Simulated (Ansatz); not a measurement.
# BaSnO$_{3}$ (Pm-3m): band-edge transport data

Given:

```yaml
crystal:
  lattice:
    - [4.12190, 0.00000, 0.00000]
    - [0.00000, 4.12190, 0.00000]
    - [0.00000, 0.00000, 4.12190]
  atoms:
    - { symbol: Ba, position: [0.50000, 0.50000, 0.50000] }
    - { symbol: Sn, position: [0.00000, 0.00000, 0.00000] }
    - { symbol: O, position: [0.00000, 0.50000, 0.00000] }
    - { symbol: O, position: [0.50000, 0.00000, 0.00000] }
    - { symbol: O, position: [0.00000, 0.00000, 0.50000] }
```

Computed with PBEsol, rigid bands (plane waves, PAW, scalar-relativistic; Ansatz, an electronic-structure program). How the cell was made: cell and atoms relaxed with PBEsol.

The band gap is 0.86 eV and the electron conductivity mass (300 K, dilute) comes out as 0.169 mₑ. The hole conductivity mass (300 K, dilute) comes out as 1.91 mₑ, the effective density of states N_c (300 K) comes out as 1.7e18 cm⁻³ and the effective density of states N_v (300 K) is 4.1e20 cm⁻³. The density-of-states mass, electrons is 0.169 mₑ and the density-of-states mass, holes comes out as 6.4 mₑ. The Seebeck coefficient, n-type 1e19 cm⁻³, 300 K is -100 μV/K. The best n-type power factor at 300 K for τ = 10 fs (best axis; densities from 1e16 to 1e21 cm⁻³ tried, whether or not they can be reached) is 1.57 μW/(cm·K²) at 1e19 cm⁻³ and the Seebeck coefficient, p-type 1e19 cm⁻³, 300 K is 533 μV/K.

Rigid bands; masses and Seebeck coefficients take one relaxation time τ for all states and one kind of carrier; polarons and phonon drag are left out. Spin-orbit coupling is left out; where it splits the top of the valence band, N_v and the p-type Seebeck coefficient come out somewhat high without it.
